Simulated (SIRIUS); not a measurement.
## Moving the dispersion correction in Rb

```
Rb
1.0
    -2.80250    2.80250    2.80250
     2.80250   -2.80250    2.80250
     2.80250    2.80250   -2.80250
Rb
1
Direct
  0.00000 0.00000 0.00000
```

Kept alike: task equation of state; functional PBE; k mesh 7 × 7 × 7; occupations fermi-dirac, width 0.05 eV; no spin polarisation. Program: SIRIUS, all-electron FP-LAPW, apw+lo standard, cutoff 149 eV. The mesh is that of the run's cell of 1 atom. No spin-orbit coupling.

| dispersion correction | volume (Å³/atom) | bulk modulus (GPa) |
| --- | --- | --- |
| D3(zero) | 88.272 | 3.2 |
| D3(BJ) | 85.215 | 3.2 |
| none | 90.861 | 2.6 |

For a metal such a mesh leaves the last digits unconverged. Volume and modulus come from cells scaled at fixed shape and fractions.

Problem. What does the dispersion correction change here?

Solution. The volume runs from 85.215 (D3(BJ)) to 90.861 Å³/atom (none). Against no correction: D3(zero) -2.8 %; D3(BJ) -6.2 %. Dispersion terms mostly attract and so lower the volume; the schemes' coefficients and damping set how far. The bulk modulus runs from 2.6 (none) to 3.2 GPa (D3(zero); D3(BJ)).
